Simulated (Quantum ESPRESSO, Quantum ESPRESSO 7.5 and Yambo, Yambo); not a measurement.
# Sb (buckled honeycomb monolayer): G0W0 on several meshes in Yambo

Wanted: mesh dependence and cost of G0W0 for Sb (buckled honeycomb monolayer).

Program: Quantum ESPRESSO 7.5 and Yambo 5.3.0. Level of theory: PBE and many-body steps on it, plane waves. Results are calculated unless marked as measured.

## 1. Starting point

The cell holds 2 atoms: 2 Sb. Its edges and angles: a = 4.127 Å, b = 4.127 Å, c = 14.000 Å, α = 90.0°, β = 90.0°, γ = 120.0°. Vacuum lies along c.

The structure was relaxed with PBE. The runs that relaxed it are not among those shown. Spin-orbit coupling is left out unless a step names it.

## 2. Empty states on the mesh, 6×6×1 mesh, 289 bands

This step: Quantum ESPRESSO 7.5; DFT, PBE, plane waves, norm-conserving pseudopotentials.

The sums over transitions need many empty states on a uniform mesh; this step solves for them.

pw.in reads:

```
&control
  calculation = 'nscf'
  prefix = 'x'
  outdir = 'o'
  pseudo_dir = 'pseudo'
/
&system
  ibrav = 0
  nat = 2
  ntyp = 1
  ecutwfc = 72.0
  nbnd = 289
  force_symmorphic = .true.
/
&electrons
  conv_thr = 1e-9
  electron_maxstep = 80
  diago_full_acc = .true.
  diago_thr_init = 5e-6
/
ATOMIC_SPECIES
  Sb 121.76 Sb.upf
CELL_PARAMETERS angstrom
  4.1271537147 -0.0000000002 0.0000000000
  -2.0635768572 3.5742199623 0.0000000000
  0.0000000000 0.0000000000 14.0000000000
ATOMIC_POSITIONS crystal
  Sb 0.3333333333 0.6666666667 0.4415839531
  Sb 0.6666666667 0.3333333333 0.5584160469
K_POINTS automatic
  6 6 1 0 0 0
```

Run with:

```console
$ OMP_NUM_THREADS=1 mpirun -n 4 pw.x -nk 4 -in pw.in > pw.out
```

Output:

```text
Program PWSCF v.7.5 starts

     This program is part of the open-source Quantum ESPRESSO suite
     for quantum simulation of materials; please cite
         "P. Giannozzi et al., J. Phys.:Condens. Matter 21 395502 (2009);
         "P. Giannozzi et al., J. Phys.:Condens. Matter 29 465901 (2017);
         "P. Giannozzi et al., J. Chem. Phys. 152 154105 (2020);
     in publications or presentations arising from this work. More details at

     Atomic positions and unit cell read from directory:
     o/x.save/

     Message from routine setup:
[...]
69.3497

          k = 0.0000 0.3849 0.0000 ( 14386 PWs)   bands (ev):

[...]
24.1160  24.5064  24.9236  25.0071  25.1630  25.6502  25.6888  27.1246
     [... 25 further rows ...]
    67.8226  68.0398  68.0516  68.2246  68.2437  68.4360  68.4548  68.4598
    68.7694

          k =-0.0000-0.5774 0.0000 ( 14356 PWs)   bands (ev):

     [... further k-points ...]

     highest occupied, lowest unoccupied level (ev):    -0.5687    0.7370

     XML data file, pseudopotentials, collected wavefunctions

=------------------------------------------------------------------------------=
   JOB DONE.
=------------------------------------------------------------------------------=
```

Wall time 91 s (4 MPI ranks of Arm Neoverse V2, shared host); peak memory 1.6 GiB.

This step gave:

```yaml
gap: 1.306 eV
k_of_the_valence_top: 0, 0, 0
k_of_the_conduction_bottom: 0, 0.3333, 0
least_direct_gap: 1.560 eV
k_points_computed: 7
lowest_point_of_the_top_converged_band_above_the_valence_top: 68.9485 eV
```

On this mesh the gap is 1.306 eV.

The density comes from a self-consistent run that is not shown.

## 3. Conversion and set-up

This step: Yambo 5.3.0; conversion and set-up on PBE, plane waves, norm-conserving pseudopotentials.

The states are converted to the many-body program's format and the q mesh is built.

Run with:

```console
$ (cd o/x.save; p2y > p2y.log; mv SAVE ../..); yambo > setup.log
```

Output:

```text
 Yambo, version 5.3.0

 [02] CORE Variables Setup
 =========================

  [02.01] Unit cells
  ==================

  Cell kind             :  HCP
  Atoms in the cell     :  Sb
  number of Sb atoms    :  2

  List of atomic masses
  Mass of Sb    :  121.7600

  List of atomic coordinates    : [cc]
  Sb1       : -0.20099E-09   4.5029       11.683      order 1
  Sb2       :   3.89960   2.25143  14.77355  order 2

  Alat factors          :   7.79919   6.75430  26.45617 [a.u.]
  Direct lattice volume :   1393.66    [a.u.]
  Direct lattice vectors:  A[ 1 ]  A[ 2 ]  A[ 3 ]
[...]
BZ  Q-points                                      :   36

 K/Q-points units:
 rlu = crystal or reduced units; cc = cartesian coordinates; iku = interal k-units

 Q [1]          [rlu]:  0.000000  0.000000  0.000000
 Q [2]          [rlu]: -0.16529E-16  0.16667       0.0000
 Q [3]          [rlu]: -0.33057E-16  0.33333       0.0000
 Q [4]          [rlu]:  0.49586E-16 -0.50000       0.0000
 Q [5]          [rlu]:  0.166667  0.166667  0.000000
 Q [6]          [rlu]:  0.166667  0.333333  0.000000
 Q [7]          [rlu]:  0.333333  0.333333  0.000000

  [03.01] X indexes
  =================

   [03.01.01] Sigma indexes
   ========================

 [06] Game Over & Game summary
```

Wall time 2.2 s (1 MPI rank); peak memory 0.25 GiB.

## 4. 6×6×1

G0W0 replaces the xc potential by the self-energy, built once from these orbitals. Only a window of levels is corrected, while the sums run over the empty bands that the input names.

This step: G0W0 on PBE, plane waves, norm-conserving pseudopotentials.

gw2.in reads:

```
HF_and_locXC
gw0
dyson
ppa
em1d
rim_cut
rim_w
RandQpts= 3000000
RandGvec= 100 RL
CUTGeo= "slab z"
RandGvecW= 9 RL
EXXRLvcs= 72 Ry
VXCRLvcs= 288 Ry
Chimod= "HARTREE"
% BndsRnXp
 1 | 142 |
%
NGsBlkXp= 9.5 Ry
% LongDrXp
 1 | 1 | 0 |
%
% GbndRnge
 1 | 142 |
%
DysSolver= "n"
ExtendOut
PPAPntXp= 27.21138 eV
% QPkrange
 1 | 1 | 14 | 17 |
 3 | 3 | 14 | 17 |
%
```

Run with:

```console
$ OMP_NUM_THREADS=1 mpirun -n 4 yambo -F gw2.in -J gw2 -C gw2 > gw2.log
```

Output:

```text
 Yambo, version 5.3.0

 [02] CORE Variables Setup
 =========================

  [... cell, symmetries and grids as in the set-up ...]

  [02.05] Energies & Occupations
  ==============================

  [X] === General ===
  [X] Electronic Temperature                        :  0.000000  0.000000 [eV K]
  [X] Bosonic    Temperature                        :  0.000000  0.000000 [eV K]
  [X] Finite Temperature mode                       : no
  [X] El. density                                   :  0.14527E+24 [cm-3]
  [X] Fermi Level                                   : -0.568718 [eV]

  [X] === Gaps and Widths ===
  [X] Conduction Band Min                           :  1.305737 [eV]
  [X] Valence Band Max                              :  0.000000 [eV]
  [X] Filled Bands                                  :  15
  [X] Empty Bands                                   :   16  289
  [X] Direct Gap                                    :  1.559885 [eV]
  [X] Direct Gap localized at k                     :  1
  [X] Indirect Gap                                  :  1.305737 [eV]
  [X] Indirect Gap between kpts                     :  1  3
  [X] Last valence band width                       :  1.758542 [eV]
  [X] 1st conduction band width                     :  0.894916 [eV]

 [03] Transferred momenta grid and indexing
 ==========================================

 IBZ Q-points                                      :   7
 BZ  Q-points                                      :   36

 K/Q-points units:
 rlu = crystal or reduced units; cc = cartesian coordinates; iku = interal k-units

 Q [1]          [rlu]:  0.000000  0.000000  0.000000
 Q [2]          [rlu]: -0.16529E-16  0.16667       0.0000
 Q [3]          [rlu]: -0.33057E-16  0.33333       0.0000
 Q [4]          [rlu]:  0.49586E-16 -0.50000       0.0000
 Q [5]          [rlu]:  0.166667  0.166667  0.000000
 Q [6]          [rlu]:  0.166667  0.333333  0.000000
 Q [7]          [rlu]:  0.333333  0.333333  0.000000

 [04] Coloumb potential Random Integration (RIM)
 ===============================================

 Performing RIM of v_slab

  [04.01] RIM initialization
  ==========================

  * Diagonal components only detected *

  8 x (sBL volume)        :  0.039552 [a.u.]
  sBZ random points       :  3000000
  Points outside the sBZ  :  24000829
  RL volume               :  0.177985 [a.u.]
  Integrated volume       :  0.177979 [a.u.]

  [04.02] RIM integrals
  =====================

  Gamma point sphere radius             :  0.036404 [a.u.]
  Points outside the sphere             :  2398884
  [Int_sBZ(q=0) 1/q^2]*(Vol_sBZ)^(-1/3) =:  7.385834
                                 should be <:  7.795600

  Summary of Coulomb integrals for non-metallic bands |Q|[au] RIM/Bare

  Q [1] 0.100000E-4 0.947436 * Q [2] 0.155042 0.954387
  Q [5] 0.268540 1.010257 * Q [3] 0.310083 1.014493
  Q [6] 0.410202 1.014737 * Q [4] 0.465125 1.013090
  Q [7] 0.537080 1.010659
  Non-periodic chartesian directions : none
  Optical renormalization            :  26.45617 [au]
  Polarizability dimension           : length

 [05] Coloumb potential CutOffslab
 =================================

 Cut directionsZ
 Slab Cutoff:Z
 Symmetry test passed : yes

 [WARNING] [Xp] User bands 1-142 break level degeneracy

 [06] Dipoles
 ============

  [06.01] Setup: observables and procedures
  =========================================

 [07] Dynamic Dielectric Matrix (PPA)
 ====================================

 [WR./gw2//ndb.pp]---------------------------------------------------------------
  Brillouin Zone Q/K grids (IBZ/BZ)                :    7   36    7   36
  RL vectors                                       :  17175 [WF]
  Coulomb cutoff potential                         : slab z
  Electronic Temperature                           :  0.000000 [K]
  Bosonic    Temperature                           :  0.000000 [K]
  PPA    diel. fun.  energies                      : Perdew, Burke & Ernzerhof(X)+Perdew, Burke & Ernzerhof(C)
[...]
Field direction                                  :  0.707107E-5  0.707107E-5   0.00000
  BZ energy Double Grid                            : no
  BZ energy DbGd points                            : 0
  BZ Q point size factor                           : -1.000000
  X Optical Averaged directions                    : none

 [08] Local Exchange-Correlation + Non-Local Fock
 ================================================

 [VXC] Plane waves :  115007
 [EXS] Plane waves :  14423

 QP @ state[ 1 ] K range:  1  1
 QP @ state[ 1 ] b range:  14  17
 QP @ state[ 2 ] K range:  3  3
 QP @ state[ 2 ] b range:  14  17

 [xc] Functional : Perdew, Burke & Ernzerhof(X)+Perdew, Burke & Ernzerhof(C)
 [xc] LIBXC used to calculate xc functional
  PP Number of Atomic Species                      :  1
  NLCC RL compoments                               :  115007
  PP Number of Atomic Species                      :  1
  NLCC RL compoments                               :  115007

 [xc] E_xc :  -18.09053 [Ha]
      E_xc :  -36.18105 [Ry]

  Local XC kind (lXC) : Perdew, Burke & Ernzerhof(X)+Perdew, Burke & Ernzerhof(C)
  Non-Local XC kind (nlXC) : Hartree-Fock

  Corrections @ K [1] :  [eV]
 <14|nlXC|14> = -13.53294 -0.63221E-17 <14|lXC|14> = -11.71994  0.000000
 <15|nlXC|15> = -13.53295  0.28943E-17 <15|lXC|15> = -11.71994 -0.47204E-16
 <16|nlXC|16> = -7.634906 -0.32175E-17 <16|lXC|16> = -10.57961 -0.47204E-16
 <17|nlXC|17> = -7.909748  0.12661E-17 <17|lXC|17> = -11.01827  0.23602E-16

  Corrections @ K [3] :  [eV]
 <14|nlXC|14> = -13.55212  0.11218E-17 <14|lXC|14> = -11.18720  0.94408E-16
 <15|nlXC|15> = -12.85635  0.75316E-17 <15|lXC|15> = -10.53807 -0.94408E-16
 <16|nlXC|16> = -6.646102 -0.56492E-18 <16|lXC|16> = -9.268133 -0.35403E-16
 <17|nlXC|17> = -5.839611  0.40442E-17 <17|lXC|17> = -9.244538  0.000000

 [09] Dyson equation: Newton solver
 ==================================

  [09.01] RIM-W interpolation
  ===========================

  [WARNING] RIM-W works only for 2D semiconductors with slab cutoff
  Found compatible q grid: 2D
  q_min[ 1 ]:  0.16667      0.18706E-11   0.0000     [rlu]
   0.166667  0.083333  0.000000 [iku]
  q_min[ 2 ]:  0.16529E-16  0.16667       0.0000     [rlu]
   0.93261E-11  0.16667       0.0000     [iku]
  G-vectors :  13
  G-vectors loaded:  139
  Number of interpolated frequencies:  2

  Evaluating coefficients q = 0
  Evaluating coefficients q = 0

  [09.02] RIM-W integrals
  =======================

  8 x (sBL volume)        :  0.039552 [a.u.]
  sBZ random points       :  3000000
  Points outside the sBZ  :  24000829
  RL volume               :  0.177985 [a.u.]
  Integrated volume       :  0.177979 [a.u.]

  [09.03] RIM integrals
  =====================

  Comparison between head Wc = W - v averages: < Wc > [au] RIM-W/RIM

   < -Wc [Q = 1] > 0.347057E-1 0.535006E-4 * < -Wc [Q = 2] > 0.005619 0.005466
   < -Wc [Q = 3] > 0.001112 0.001091 * < -Wc [Q = 4] > 0.380810E-3 0.376644E-3
   < -Wc [Q = 5] > 0.001609 0.001578 * < -Wc [Q = 6] > 0.544067E-3 0.538844E-3
   < -Wc [Q = 7] > 0.256595E-3 0.254971E-3

  Comparison between head Wc = W - v averages: < Wc > [au] RIM-W/RIM

   < -Wc [G = 1,G`=0] > 0.347057E-1 0.535006E-4 * < -Wc [G = 2,G`=0] >-0.001569 0.000000
   < -Wc [G = 3,G`=0] >-0.001569 0.000000 * < -Wc [G = 4,G`=0] > 0.190847E-4  0.00000
   < -Wc [G = 5,G`=0] > 0.190990E-4  0.00000 * < -Wc [G = 6,G`=0] > 0.701657E-4  0.00000
   < -Wc [G = 7,G`=0] > 0.701484E-4  0.00000 * < -Wc [G = 8,G`=0] >-0.456547E-5  0.00000
   < -Wc [G = 9,G`=0] >-0.493536E-5  0.00000 * < -Wc [G = 10,G`=0] >-0.463239E-5  0.00000
   < -Wc [G = 11,G`=0] >-0.473442E-5  0.00000 * < -Wc [G = 12,G`=0] >-0.507526E-5  0.00000
   < -Wc [G = 13,G`=0] >-0.480979E-5  0.00000

 [10] G0W0 (W PPA)
 =================

 [  GW  ] Bands range     :    1  142
 [GW/PPA] G damping       :  0.100000 [eV]

 QP @ state[ 1 ] K range:  1  1
 QP @ state[ 1 ] b range:  14  17
 QP @ state[ 2 ] K range:  3  3
 QP @ state[ 2 ] b range:  14  17

  Sc/G bands                                       :    1  142
  Sc/G damping                                     :  0.100000 ev
  Sc bands terminator                              : no
  Sx RL components                                 :  14423

  QP @ state[ 1 ] K range                          :  1  1
  QP @ state[ 1 ] b range                          :  14  17
  QP @ state[ 2 ] K range                          :  3  3
  QP @ state[ 2 ] b range                          :  14  17
  GF energies kind                                 : Perdew, Burke & Ernzerhof(X)+Perdew, Burke & Ernzerhof(C)
  GF WF`s kind                                     : Perdew, Burke & Ernzerhof(X)+Perdew, Burke & Ernzerhof(C)
  Xs energies kind                                 : Perdew, Burke & Ernzerhof(X)+Perdew, Burke & Ernzerhof(C)
  Xs WF`s kind                                     : Perdew, Burke & Ernzerhof(X)+Perdew, Burke & Ernzerhof(C)

 [14] Game Over & Game summary
```

Wall time 6.7 min (4 MPI ranks); peak memory 2.6 GiB.

Numbers from this step:

| Quantity | Value |
| --- | --- |
| G0W0 gap on the points computed | 2.325 eV |
| starting gap on the mesh | 1.306 eV |
| k of the valence top | 0, 0, 0 |
| k of the conduction bottom | 0, 0.3333, 0 |
| least direct G0W0 gap on the computed points | 2.691 eV |
| Z at the valence top | 0.7341 |
| Z at the conduction bottom | 0.7396 |

The gap on the mesh goes from 1.31 eV to 2.33 eV, a correction of +1.02 eV.

## 5. Empty states on the mesh, 3×3×1 mesh, 142 bands

This step: Quantum ESPRESSO 7.5; DFT, PBE, plane waves, norm-conserving pseudopotentials.

Edit pw.in of step 2 so:

```diff
@@ -11,3 +11,3 @@
   ecutwfc = 72.0
-  nbnd = 289
+  nbnd = 142
   force_symmorphic = .true.
@@ -30,2 +30,2 @@
 K_POINTS automatic
-  6 6 1 0 0 0
+  3 3 1 0 0 0
```

Run with:

```console
$ OMP_NUM_THREADS=1 mpirun -n 4 pw.x -nk 4 -in pw.in > pw.out
```

Output:

```text
[banner, memory and clock lines left out]
Program PWSCF v.7.5 starts

     Atomic positions and unit cell read from directory:
     o/x.save/

     Message from routine setup:
     using ibrav=0 with symmetry is DISCOURAGED, use correct ibrav instead

     Message from routine divide_et_impera:
     suboptimal parallelization: some nodes have no k-points

     G-vector sticks info

     bravais-lattice index     =            0
     lattice parameter (alat)  =       7.7992  a.u.
     unit-cell volume          =    1393.6591 (a.u.)^3
     number of atoms/cell      =            2
[...]
k = 0.0000 0.3849 0.0000 ( 14386 PWs)   bands (ev):

[...]
[... 6 further rows ...]
[...]
40.3902  40.5401  40.6972  41.0232  41.1277  41.2106

          k = 0.3333 0.5774 0.0000 ( 14376 PWs)   bands (ev):

[...]
23.2600  23.4347  24.0624  24.8173  25.0433  25.0433  26.7904  26.9373
     [... 6 further rows ...]
    37.6183  38.6088  38.6088  38.8318  38.9614  38.9614  39.1982  39.3281
    39.3281  39.3519  39.8918  39.8918  40.1076  40.1076

     highest occupied, lowest unoccupied level (ev):    -0.5687    0.7370

     XML data file, pseudopotentials, collected wavefunctions
```

Run time: 20 s. Hardware: 4 MPI ranks; peak memory 0.81 GiB.

Numbers from this step:

```
gap                                                           : 1.306 eV
k of the valence top                                          : 0, 0, 0
k of the conduction bottom                                    : 0, 0.3333, 0
least direct gap                                              : 1.560 eV
k points computed                                             : 3
lowest point of the top converged band, above the valence top : 40.68 eV
```

On this mesh the gap is 1.306 eV.

[end of part 1 of 2]

[Paths, hosts, dates, memory and timing lines, banners, echoed tables and standing remarks are left out of the program output.]

[Logs are printed without paths, hosts, clocks, repeated set-up lines and the standing remarks that a program may print on its own settings, such as how far it seeks lower states.]

[Runs of the session that timed out or met a known fault of the program may be left out.]

[Hosts, paths, dates, database ids (printed as entryN), source tags and the programs' standing remarks are cut or masked in the printed files.]
